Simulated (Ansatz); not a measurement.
Where the states of HgTe lie

```yaml
crystal:
  lattice:
    - [0.00000, 3.22350, 3.22350]
    - [3.22350, 0.00000, 3.22350]
    - [3.22350, 3.22350, 0.00000]
  atoms:
    - { symbol: Hg, position: [0.00000, 0.00000, 0.00000] }
    - { symbol: Te, position: [0.75000, 0.75000, 0.75000] }
```

The cell is COD entry 1539232, as deposited and not checked against the literature; nothing was relaxed.

Spin–orbit coupling is left out, though it moves levels of the heavy atoms by tenths of an eV or more.

Method: DFT, LDA, all-electron LAPW, scalar-relativistic in Ansatz 0.2.0.

Numerical set-up: a Γ-centred 11×11×11 k mesh, Fermi–Dirac smearing of 0.03 eV, basis error target 0.5 meV/atom, no spin polarisation.

States per eV and cell, averaged over 0.4 eV, from -7.4 to 5.6 eV, with energies (bin centres) from the Fermi level; empty bins are left out. The partial columns, the largest 3 alone, are projections on Löwdin-orthogonalised atomic shells (those that the program's projection atoms carry: the occupied ones and, for some elements, an empty d or f shell; other empty shells have no column), summed over atoms of an element. Weights on diffuse s and p shells depend on that basis and aren't pure angular character.

```
E (eV)  total  Hg 5d  Te 5p  Hg 6s
  -7.3  11.30  10.17   0.99   0.12
  -6.9  11.04  10.65   0.21   0.13
  -6.5   2.65   2.20   0.12   0.17
  -6.1   0.01   0.01   0.00   0.00
  -5.7   0.57   0.07   0.23   0.25
  -5.3   1.95   0.27   0.82   0.71
  -4.9   0.80   0.14   0.32   0.26
  -4.5   0.53   0.09   0.20   0.16
  -4.1   0.38   0.06   0.14   0.11
  -3.7   0.26   0.04   0.10   0.08
  -3.3   0.19   0.03   0.07   0.06
  -2.9   1.32   0.09   1.08   0.06
  -2.5   1.65   0.11   1.38   0.06
  -2.1   1.98   0.13   1.69   0.05
  -1.7   1.86   0.14   1.58   0.04
  -1.3   1.77   0.14   1.51   0.02
  -0.9   1.12   0.09   0.96   0.01
  -0.5   0.51   0.05   0.44   0.00
  -0.1   0.11   0.01   0.09   0.00
   0.3   0.02   0.00   0.01   0.00
   0.7   0.18   0.00   0.08   0.07
   1.1   0.56   0.01   0.24   0.23
   1.5   0.73   0.01   0.32   0.29
   1.9   1.59   0.02   0.71   0.60
   2.3   1.51   0.01   0.64   0.54
   2.7   0.71   0.00   0.21   0.18
   3.1   0.51   0.00   0.02   0.03
   3.5   0.71   0.00   0.04   0.03
   3.9   1.02   0.00   0.06   0.03
   4.3   2.01   0.01   0.12   0.05
   4.7   0.99   0.00   0.04   0.01
   5.1   2.13   0.01   0.08   0.02
   5.5   1.95   0.01   0.07   0.02
```

Where is the centre of the filled Hg 5d states between -14 eV and the top of the filled states?

-6.85 eV from the Fermi level.
